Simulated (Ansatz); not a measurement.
## SnO2 on a mismatched substrate

Computed with DFT r2SCAN, scalar-relativistic, plane waves, PAW in Ansatz 0.2.0. (500 eV cutoff, 6×6×8 k-mesh, Gaussian smearing of 0.02 eV, no spin polarisation)

Reference structure (relaxed):

```yaml
crystal:
  lattice:
    - [4.75920, 0.00000, 0.00000]
    - [0.00000, 4.75920, 0.00000]
    - [0.00000, 0.00000, 3.20127]
  atoms:
    - { symbol: Sn, position: [0.50000, 0.50000, 0.50000] }
    - { symbol: Sn, position: [0.00000, 0.00000, 0.00000] }
    - { symbol: O, position: [0.19406, 0.80594, 0.50000] }
    - { symbol: O, position: [0.80594, 0.19406, 0.50000] }
    - { symbol: O, position: [0.30594, 0.30594, 0.00000] }
    - { symbol: O, position: [0.69406, 0.69406, 0.00000] }
```

The a-b plane is strained alike in both directions, as on a substrate, while c and the atoms relax within the symmetry that the strain leaves. Stress is positive in compression; energies are free energies at the smearing used, per atom.

```csv
strain (%),c (Å),σ in plane (GPa),ΔE (meV/atom)
-4.5,3.3203,16.50,53.86
-3.0,3.2762,10.65,23.46
-1.5,3.2365,5.14,5.77
+0.0,3.2013,0.05,0.00
+1.5,3.1697,-4.53,5.19
+3.0,3.1421,-8.52,20.20
+4.5,3.1182,-11.84,43.71
```

Q: Get the biaxial modulus twice, from the stresses and from the energies of the innermost pair.

A: From stress: M = −Δσ/Δε = (5.14 − (-4.53)) / 0.030 = 323 GPa. Two in-plane directions each store σε/2, so the energy density is Mε²: M = (mean ΔE)/(V ε²) = 5.48 meV / (12.085 Å³ × 0.015²) × 0.16022 GPa Å³/meV = 323 GPa. The two agree.

Q: How well does Mε², with M from the stresses, predict the outermost points?

A: 49.3 meV predicted against 53.9 computed at -4.5 %; 49.3 meV predicted against 43.7 computed at +4.5 %. Compression costs more than stretching, the usual sign of bonds that stiffen as they shorten.

Q: How does c respond, and up to what thickness can a film with 1 % or 2 % misfit stay coherent on a thick substrate?

A: c answers with ε_c = −0.70 ε. In an isotropic solid that ratio is 2ν/(1 − ν), so ν = r/(2 + r) = 0.26. A film of thickness h stores Mε²h per area, 32.3 mJ/m² per nm at 1 %. The Matthews–Blakeslee balance for pure edge misfit dislocations, h = b/(8πf(1 + ν)) × (ln(h/b) + 1), with b taken as the in-plane vector a = 4.76 Å, solved by iteration, gives 5.1 nm at f = 1 % and 1.7 nm at 2 %. This is an isotropic estimate in which the moduli cancel; the real Burgers vector, glide system, anisotropy and slow kinetics can shift it by a factor of a few, mostly upward.